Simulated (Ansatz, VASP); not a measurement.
## Two plane-wave programs on Al2O3

Contents of INCAR:

```
SYSTEM = Al2O3
ALGO = Normal
EDIFF = 1E-7
ENCUT = 520
GGA = PE
ISIF = 2
ISMEAR = 0
LASPH = .True.
LCHARG = .True.
LELF = .True.
LREAL = .False.
LVHAR = .True.
LWAVE = .False.
NBANDS = 35
NELM = 60
PREC = Accurate
SIGMA = 0.05
```

Contents of KPOINTS:

```
k-points
0
Gamma
  6 6 6
  0 0 0
```

File POSCAR:

```
Al2O3
1.0
    2.2283169007      1.2865193624      4.2765857957
   -2.2283169007      1.2865193624      4.2765857957
    0.0000000000     -2.5730387249      4.2765857957
Al O
4 6
Direct
    0.8521293568      0.8521293568      0.8521293568
    0.6478706432      0.6478706432      0.6478706432
    0.1478706432      0.1478706432      0.1478706432
    0.3521293568      0.3521293568      0.3521293568
    0.0561574040      0.4438425960      0.7500000000
    0.7500000000      0.0561574040      0.4438425960
    0.4438425960      0.7500000000      0.0561574040
    0.9438425960      0.5561574040      0.2500000000
    0.2500000000      0.9438425960      0.5561574040
    0.5561574040      0.2500000000      0.9438425960
```

Input for Ansatz:

```yaml
crystal:
  lattice:
    - [2.2283169007, 1.2865193624, 4.2765857957]
    - [-2.2283169007, 1.2865193624, 4.2765857957]
    - [0.0, -2.5730387249, 4.2765857957]
  atoms:
    - { symbol: Al, position: [0.8521293568, 0.8521293568, 0.8521293568] }
    - { symbol: Al, position: [0.6478706432, 0.6478706432, 0.6478706432] }
    - { symbol: Al, position: [0.1478706432, 0.1478706432, 0.1478706432] }
    - { symbol: Al, position: [0.3521293568, 0.3521293568, 0.3521293568] }
    - { symbol: O, position: [0.056157404, 0.443842596, 0.75] }
    - { symbol: O, position: [0.75, 0.056157404, 0.443842596] }
    - { symbol: O, position: [0.443842596, 0.75, 0.056157404] }
    - { symbol: O, position: [0.943842596, 0.556157404, 0.25] }
    - { symbol: O, position: [0.25, 0.943842596, 0.556157404] }
    - { symbol: O, position: [0.556157404, 0.25, 0.943842596] }
basis:
  ecutwfc: 520.0
kpoints:
  mp_grid: { grid: [6, 6, 6] }
hamiltonian:
  xc: pbe
  pseudopotentials: { kind: paw, azcp: { folder: soft_1 } }
scf:
  occupations: { method: gaussian, width: 0.05 }
output:
  forces: true
  stress: true
  eigenvalues: true
```

Alike in both runs: task single point; functional PBE; k mesh 6 × 6 × 6; occupations gaussian, width 0.05 eV; no spin polarisation.

```csv
,VASP,Ansatz
version,VASP 6.6.1,Ansatz 0.2.0
potentials or method,"VASP PAW PBE potentials, release 64 (Al, O)","scalar-relativistic, plane waves, PAW"
plane-wave cutoff (eV),520,520
valence electrons in the cell,48,48
```

VASP gave:

| Property | Result |
| --- | --- |
| gap on the k mesh at the Fermi level (eV) | 8.01 |
| least direct gap on the mesh (eV) | 8.01 |
| rms of the force components (eV/Å) | 0.282 |

Problem. Estimate Ansatz's values.

Solution. gap on the k mesh at the Fermi level (eV): 8.00; least direct gap on the mesh (eV): 8.00; rms of the force components (eV/Å): 0.286.

Atom by atom the forces differ by 0.004 eV/Å (rms over components).

 A k mesh can miss the band edges.
